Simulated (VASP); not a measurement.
Here is a VASP 6.6.1 calculation.

POSCAR

```
InAs
1.0
    0.0000000000      3.0180000000      3.0180000000
    3.0180000000      0.0000000000      3.0180000000
    3.0180000000      3.0180000000      0.0000000000
In As
1 1
Direct
    0.0000000000      0.0000000000      0.0000000000
    0.7500000000      0.7500000000      0.7500000000
```

The input INCAR.step1:

```
SYSTEM = InAs
ALGO     = Normal         ! electronic algorithm
EDIFF    = 1E-5           ! SCF threshold, eV
ENCUT    = 520            ! plane-wave cutoff, eV
GGA      = PE             ! functional
ISIF     = 2              ! what is computed and relaxed
ISMEAR   = -1             ! smearing method
LASPH    = .TRUE.         ! aspherical terms in the spheres
LCHARG   = .FALSE.        ! write CHGCAR
LREAL    = .FALSE.        ! projectors in reciprocal space
LWAVE    = .TRUE.         ! write WAVECAR
NELM     = 80             ! most SCF steps
PREC     = Accurate       ! precision mode
SIGMA    = 0.05           ! smearing width, eV
```

Contents of INCAR.step2:

```
SYSTEM = InAs
AEXX     = 0.25           ! exact-exchange fraction
ALGO     = Normal         ! electronic algorithm
EDIFF    = 1E-6           ! SCF threshold, eV
ENCUT    = 520            ! plane-wave cutoff, eV
GGA      = PE             ! functional
HFSCREEN = 0.2            ! screening, 1/A
ISIF     = 2              ! what is computed and relaxed
ISMEAR   = -1             ! smearing method
ISTART   = 1            
LASPH    = .TRUE.         ! aspherical terms in the spheres
LCHARG   = .FALSE.        ! write CHGCAR
LHFCALC  = .TRUE.         ! exact exchange
LREAL    = .FALSE.        ! projectors in reciprocal space
LWAVE    = .FALSE.        ! write WAVECAR
NELM     = 80             ! most SCF steps
PREC     = Accurate       ! precision mode
PRECFOCK = Fast         
SIGMA    = 0.05           ! smearing width, eV
```

KPOINTS

```
k-points
0
G
  4 4 4
  0 0 0
```

Potentials or basis: VASP PAW PBE potentials, release 64 (In_d, As).

The run is started by

```sh
$ cat potpaw_PBE.64/In_d/POTCAR potpaw_PBE.64/As/POTCAR > POTCAR
$ cp INCAR.step1 INCAR
$ mpirun -np 1 vasp_std > vasp.out
$ cp INCAR.step2 INCAR
$ mpirun -np 1 vasp_std > vasp.out
```

Problem. Predict the band gap on the k mesh.

Solution. 0.63 eV, direct.

Problem. Predict the pressure.

Solution. 2.2 GPa.

Caveat: the k mesh is coarse (spacing up to 0.45 Å⁻¹), so the values aren't converged, least of all with exact exchange; the PAW data sets were made with another functional, which shifts forces and pressure a little; spin-orbit coupling is left out, which moves the levels of the heavy elements.
